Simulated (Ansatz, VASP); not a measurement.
## One calculation of CoO, two programs

```
Co O
1.0
     3.19765    0.00000    0.00000
    -1.59882    2.76924    0.00000
     0.00000    0.00000    5.22871
Co O
2 2
Direct
  0.00000 0.00000 0.00347
  0.33333 0.66667 0.50336
  0.00000 0.00000 0.37161
  0.33333 0.66667 0.87156
```

Measurements of this composition are mostly on another form, of space group No. 225.

Alike in both runs: task single point; functional LDA; k mesh 8 × 8 × 5; occupations fermi-dirac, width 0.1 eV; collinear spin.

```csv
,VASP,Ansatz
version,VASP 6.6.1,Ansatz 0.2.0
potentials or method,"VASP PAW LDA potentials, release 64 (Co, O)","plane waves, PAW"
plane-wave cutoff (eV),520,420
valence electrons in the cell,30,46
```

|  | VASP | Ansatz | Ansatz less VASP |
| --- | --- | --- | --- |
| gap on the k mesh at the Fermi level (eV) | none | none | - |
| net moment per atom (μB) | 0.00 | 0.00 | 0.000 |
| size of the moment on the site where the two differ most (μB) | 2.04 | 1.97 | -0.061 |

Site moments also hang on the region over which each program counts them. A gap of «none» marks a metal or a gap that the smearing closes. The two sets of potentials don't hold the same shells in valence.

Caveats: semilocal functionals often make such compounds metallic where correlation or magnetic order opens a gap, which also shifts bond lengths.
